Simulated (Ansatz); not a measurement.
## CaO (Fm-3m) under several functionals

**Experimental background.**

From a printed reference work, textbook, for a bulk crystal of CaO: lattice constant a 4.8105 Å.

Plane-wave DFT in Ansatz with scalar-relativistic PAW potentials. The same structure was relaxed (cell and atoms, symmetry kept) in separate runs at each level. No spin polarisation.

```tsv
level	cutoff (eV)	k mesh	V (Å³/atom)	a (Å)	gap (eV)	B0 (GPa)
LDA	420	8×8×8	13.043	4.708	3.45	–
PBEsol	420	8×8×8	13.542	4.767	3.54	–
PBE	420	8×8×8	14.086	4.830	3.66	105
```

Where does r2SCAN (500 eV, k mesh 8×8×8) fall?

V (Å³/atom) 13.780, a (Å) 4.795, gap (eV) 4.20, B0 (GPa) 117. Its volume is between those of PBEsol and PBE. The usual order of volumes, LDA < PBEsol < PBE, holds here (13.043, 13.542, 14.086 Å³/atom). As a rule LDA overbinds; PBEsol, built on the gradient expansion of slowly varying densities, lies between LDA and PBE; PBE's stronger gradient term for exchange weakens bonds. r2SCAN lies 2.2 % under PBE in volume. B0 goes from 116.9 to 105.4 GPa as the volume grows by 2.2 %; on one curve with B' = 4.3 the volume alone, B ∝ V^(−B'), would give 106.3 GPa, and the rest of the difference is the functional's own stiffness. Each gap belongs to its own cell, so it mixes the functional's effect with that of the volume; gaps are the least found on the k mesh or on a band path.

For PBE: Against the measured lattice constant a of CaO, 4.8105 Å (a printed reference work, textbook), the calculated 4.830 Å is off by +0.4 %. The calculations are for 0 K without zero-point motion.